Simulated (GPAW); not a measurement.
A run of GPAW 26.7.0 is set up as follows.

run.py

```python
import numpy as np
from ase.dft.bandgap import bandgap
from ase.io import read, write
from gpaw import GPAW, PW
from gpaw.spinorbit import soc_eigenstates

atoms = read('FePt.xyz')
atoms.set_initial_magnetic_moments([0.0, 3.0])

calc = GPAW(mode=PW(600),
            xc={'name': 'vdW-DF', 'backend': 'libvdwxc'},
            kpts={'size': (7, 7, 5), 'gamma': True},
            occupations={'name': 'fermi-dirac', 'width': 0.05},
            nbands=24,
            convergence={'density': 1e-05, 'energy': 1e-05},
            maxiter=150,
            txt='gpaw.txt')
atoms.calc = calc
energy = atoms.get_potential_energy()
forces = atoms.get_forces()
calc.write('gs.gpw')
write('result.traj', atoms)
print(f'Energy: {energy:.6f} eV')
print('Forces (eV/A):')
print(forces.round(4))
print('Moments:', calc.get_magnetic_moments().round(3))
print('Fermi level:', round(calc.get_fermi_level(), 4), 'eV')
print(f'Gap: {bandgap(calc)[0]:.4f} eV, direct: {bandgap(calc, direct=True)[0]:.4f} eV')

path = atoms.cell.bandpath('GXMGZRAZ,XR,MA', npoints=60, eps=1e-4)
bs_calc = calc.fixed_density(kpts=path, symmetry='off', nbands=34,
                             convergence={'bands': 'CBM+6.0', 'eigenstates': 1e-6}, txt='bands.txt')
bs = bs_calc.band_structure()
bs.write('bs.json')
print(f'Gap on the path: {bandgap(bs_calc)[0]:.4f} eV')

soc = soc_eigenstates(bs_calc, theta=0, phi=0)
np.savetxt('soc_bands.dat', soc.eigenvalues(), fmt='%.4f')
mesh = soc_eigenstates('gs.gpw', theta=0, phi=0)
np.savetxt('soc_mesh.dat', mesh.eigenvalues(), fmt='%.4f')
print('Fermi level with spin-orbit coupling:', round(mesh.fermi_level, 4), 'eV')
```

FePt.xyz

```xyz
2
Lattice="2.7235000000 0.0000000000 0.0000000000 0.0000000000 2.7235000000 0.0000000000 0.0000000000 0.0000000000 3.7200000000" Properties=species:S:1:pos:R:3 pbc="T T T"
Pt     1.3617500000      1.3617500000      1.8600000000
Fe     0.0000000000      0.0000000000      0.0000000000
```

Potentials or basis: GPAW PAW data sets (gpaw-data 1.2.1), pw.

Command:

```bash
$ OMP_NUM_THREADS=1 python run.py
```

**Question.** What does it give for the band gap along the path?

**Answer.** None (metal or under the smearing width).

**Question.** Estimate the net moment.

**Answer.** 3.22 μB per cell.

**Question.** What does it give for the site moments?

**Answer.** Pt +0.36; Fe +2.86 μB.

Levels at the corners of the path, in eV from the Fermi level:
```tsv
point	band 22	band 23	band 24	band 25	band 26	band 27
Γ	-0.68	-0.54	-0.08	0.57	1.53	1.72
X	-1.35	-1.15	-0.93	0.32	0.57	0.70
M	1.25	1.33	1.38	1.63	1.66	1.68
Γ	-0.68	-0.54	-0.08	0.57	1.53	1.72
Z	-1.86	-1.80	-1.51	-0.73	-0.55	0.17
R	-0.56	-0.49	-0.29	0.27	0.29	0.80
A	-0.99	0.45	0.74	0.80	1.62	6.26
Z	-1.86	-1.80	-1.51	-0.73	-0.55	0.17
X	-1.35	-1.15	-0.93	0.32	0.57	0.70
R	-0.56	-0.49	-0.29	0.27	0.29	0.80
M	1.25	1.33	1.38	1.63	1.66	1.68
A	-0.99	0.45	0.74	0.80	1.62	6.26
```

Caveat: spin-orbit coupling was added after a scalar SCF, so levels and gaps hold it while energy, forces, pressure and moments don't; this program's spin-orbit splittings come out too wide for heavy elements; the PAW data sets were made with another functional, which shifts forces and pressure a little.
